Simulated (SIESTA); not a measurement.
## In: relaxation of cell and atoms with PBE

In:

```xyz
2
Lattice="3.3355 0.0000 0.0000 -1.6677 2.8886 0.0000 0.0000 0.0000 5.5091" Properties=species:S:1:pos:R:3 pbc="T T T"
In    1.6677    0.9629    4.1319
In    0.0000    1.9257    1.3773
```

This isn't the form of In at room conditions, which is tetragonal.

```yaml
Program: SIESTA 5.4.2
Task: relaxation of cell and atoms
Functional: PBE
Potentials_or_basis: PseudoDojo 0.4 standard (PBE files)
Basis: DZP (energy shift 0.003 Ry; two zetas on semicore shells)
Grid_cutoff: 500 Ry
Energy_shift: 0.003 Ry
k_mesh: 9 × 9 × 5
Occupations: fermi-dirac, width 0.05 eV
Spin: no spin polarisation
force_tolerance: 0.01 eV/Å
```

| Item | Value |
| --- | --- |
| Relaxed volume | 27.87 Å³/atom |
| Relaxed cell | a = 3.302 Å, b = 3.302 Å, c = 5.908 Å, α = 90.00°, β = 90.00°, γ = 120.09° |
| Space group after relaxing (to 0.05 Å) | P6_3/mmc (No. 194) |
| Energy gained by relaxing | 21.1 meV/atom |
| Ionic steps | 15 |
| Pressure after relaxing | 0.0 GPa |
| Band gap on the k mesh | none (metal or under the smearing width) |

The path:
| step | energy change (eV) | largest force (eV/Å) | pressure (GPa) | volume (Å³) |
| --- | --- | --- | --- | --- |
| 1 | 0.0000 | 0.0000 | 1.83 | 53.08 |
| 2 | -0.0033 | 0.0000 | 1.56 | 53.43 |
| 3 | -0.0116 | 0.0000 | 0.08 | 55.60 |
| 4 | -0.0117 | 0.0001 | -0.01 | 55.79 |
| 5 | -0.0132 | 0.0003 | -0.51 | 56.67 |
| 6 | -0.0165 | 0.0002 | -0.67 | 56.97 |
| 7 | 0.0165 | 0.0002 | -2.29 | 60.64 |
| 8 | -0.0241 | 0.0004 | -1.11 | 57.58 |
| 9 | -0.0259 | 0.0002 | -1.24 | 57.75 |
| 10 | -0.0279 | 0.0004 | -1.27 | 57.78 |
| 11 | -0.0346 | 0.0003 | -1.15 | 57.56 |
| 12 | -0.0387 | 0.0002 | -0.80 | 57.02 |
| 13 | -0.0424 | 0.0006 | -0.15 | 55.98 |
| 14 | -0.0423 | 0.0006 | 0.03 | 55.70 |
| 15 | -0.0423 | 0.0005 | 0.00 | 55.74 |

Final structure:
```
In
1.0
     3.30196   -0.00259    0.00000
    -1.65322    2.85828    0.00000
     0.00000    0.00000    5.90841
In
2
Cartesian
  1.6496 0.9514 4.4313
  -0.0009 1.9043 1.4771
```

It took 8.1 min on 1 thread of Intel(R) Xeon(R) 6975P-C (Granite Rapids), with other jobs on the host, peak memory 0.33 GiB.

Caveat: the basis of atomic orbitals isn't converged, which shifts pressures, moduli and gaps.
